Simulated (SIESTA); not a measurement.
## W under changes of volume

One of the cells (15.848 Å³/atom); the others are scaled copies at fixed shape and fractional positions:

```
CELL_PARAMETERS angstrom
-1.58234 1.58234 1.58234
1.58234 -1.58234 1.58234
1.58234 1.58234 -1.58234
ATOMIC_POSITIONS crystal
W 0.00000 0.00000 0.00000
```

- Program: SIESTA 5.4.2
- Functional: LDA
- Potentials or basis: PseudoDojo 0.4 standard (LDA files)
- Basis: DZP (energy shift 0.003 Ry; two zetas on semicore shells)
- Grid cutoff: 800 Ry
- Energy shift: 0.003 Ry
- k mesh: 12 × 12 × 12
- Occupations: fermi-dirac, width 0.05 eV
- Spin: no spin polarisation

```tsv
volume (Å³/atom)	energy over the lowest point (meV/atom)	pressure (GPa)
14.897	?	?
15.214	8.57	8.3
15.531	0.00	0.7
15.848	5.61	-6.1
16.165	23.88	-12.2
16.482	53.51	-17.7
16.798	93.27	-22.5
```

Question: What does the run at 14.897 Å³/atom give?

Answer: Energy over the lowest point 33.01 meV/atom; pressure 16.6 GPa.

Worked out: A Birch-Murnaghan fit of order 3 (a polynomial in V^(-2/3)) to the other rows has its minimum at 15.56 Å³/atom with B0 = V·E''(V) = 347 GPa and B' = 4.3. It gives 32.88 meV/atom at 14.897 Å³/atom, against the run's 33.01, and -dE/dV = 16.6 GPa, against 16.6.

Energies are extrapolated to zero smearing.

Caveats: short orbitals over semicore shells can move pressures by several GPa; the basis of atomic orbitals isn't converged, which shifts pressures, moduli and gaps.
